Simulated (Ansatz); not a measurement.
LiF built on the CsCl prototype, relaxed with r2SCAN in the PAW code Ansatz. Space group Pm-3m (No. 221), cubic; a = 2.516 Å in the conventional setting, 7.97 Å³ an atom. Li has 8 F at 2.18 Å; F has 8 Li at 2.18 Å.

The axes x, y and z are those of this cell:
```
Li F
1.0
     2.51626    0.00000    0.00000
     0.00000    2.51626    0.00000
     0.00000    0.00000    2.51626
Li F
1 1
Direct
  0.00000 0.00000 0.00000
  0.50000 0.50000 0.50000
```

Unstrained: PBE gives an indirect gap of 7.935 eV, from M to Γ; the least direct gap is 8.655 eV at Γ. With r2SCAN the valence top lies at M and the conduction bottom at Γ, 8.910 eV higher; the smallest vertical gap, at Γ, is 9.643 eV. With HSE06 the valence top lies at M and the conduction bottom at Γ, 10.167 eV higher; the smallest vertical gap, at Γ, is 10.927 eV. Meshes: PBE 10×10×10, r2SCAN 10×10×10, HSE06 8×8×8. Strains are changes of length per length, and xy shears are angles. After each strain the atoms were relaxed again with r2SCAN within the symmetry that the strain leaves, so tilts or polar shifts that break it weren't tested; points keep the names that they have in the unstrained zone. No spin polarisation and no zero-point or thermal motion; the cell was built from a prototype and may be hypothetical.

(1) One strain changed the r2SCAN stress by xx +0.10, yy +0.10, zz +0.04, xy +1.33 GPa (compression positive) and the gap by +0.011 eV (PBE), +0.012 eV (r2SCAN), +0.012 eV (HSE06). Which kind of strain was it, and roughly how large?

(2) Apply biaxial +0.4 % in x and y, z held. How far does the gap move, against the unstrained cell?

## Answers

(1) Xy shear, engineering strain (angle) +4.31 %. The pattern of the stress gives the kind; the size needs the stiffness, so it is an estimate.

(2) PBE: the gap goes from 7.935 to 7.847 eV (-0.088 eV). r2SCAN: the gap goes from 8.910 to 8.819 eV (-0.091 eV). HSE06: the gap goes from 10.167 to 10.075 eV (-0.092 eV). The r2SCAN energy rises by 0.2 meV an atom.

The meshes of the hybrids are coarse, so their gaps aren't converged to the digits shown.
